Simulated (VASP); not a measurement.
Input of a VASP 6.6.1 run:

INCAR

```
SYSTEM = FeO
PREC = Accurate
ENCUT = 520
EDIFF = 1E-6
ISMEAR = 0
SIGMA = 0.05
LREAL = .False.
LASPH = .True.
NELM = 100
ALGO = Normal
ISIF = 2
LWAVE = .False.
LCHARG = .True.
ISPIN = 2
MAGMOM = 1.56 0
LORBIT = 11
LMAXMIX = 4
LDAU = .True.
LDAUTYPE = 2
LDAUL = 2 -1
LDAUU = 2 0
LDAUJ = 0 0
LDAUPRINT = 1
METAGGA = R2SCAN
LMIXTAU = .True.
LELF = .True.
LVHAR = .True.
```

Contents of KPOINTS:

```
regular mesh
0
Gamma
  8 8 8
  0 0 0
```

POSCAR

```
FeO
1.0
    0.0000000000      2.1554001600      2.1554001600
    2.1554001600      0.0000000000      2.1554001600
    2.1554001600      2.1554001600      0.0000000000
Fe O
1 1
Direct
    0.0000000000      0.0000000000      0.0000000000
    0.5000000000      0.5000000000      0.5000000000
```

Potentials or basis: VASP PAW PBE potentials, release 64 (Fe, O).

Run with:

```console
$ cat potpaw_PBE.64/Fe/POTCAR potpaw_PBE.64/O/POTCAR > POTCAR
$ mpirun -np 1 vasp_std > vasp.out
```

Problem. Estimate the band gap on the k mesh.

Solution. None (metal or under the smearing width).

Problem. What does it give for the site moments?

Solution. Fe +3.77; O +0.23 μB.

Problem. What does it give for the net moment?

Solution. 4.00 μB per cell.

Eigenvalues of the final occupation matrices:
```tsv
site	spin	trace	eigenvalues
site 1 d	1	4.90	0.96 0.96 0.96 1.01 1.01
site 1 d	2	1.17	0.11 0.11 0.32 0.32 0.32
```

Caveat: a cell with one magnetic atom can't hold antiferromagnetic order, which such compounds often take. The state reached can hang on the start; a lower one may exist.

**Experimental background.**

From “W\"ustite: Electric, thermodynamic and optical properties of FeO”, 2012, arxiv:1203.1201, for a bulk crystal of FeO: band gap 2.4 eV (optical).

A measured gap of FeO is 2.4 eV (optical; quoted in “W\"ustite: Electric, thermodynamic and optical properties of FeO”, 2012, arxiv:1203.1201); the calculated 0.00 eV misses it by -2.40 eV. So large a miss can be the level of theory's own, or it may mean another phase, state or a wrong row. The value is that of r2SCAN+U on a finite k mesh, which can miss the band edges, without temperature or zero-point motion. The run's magnetic order (collinear spin, random start) needn't be the measured crystal's.
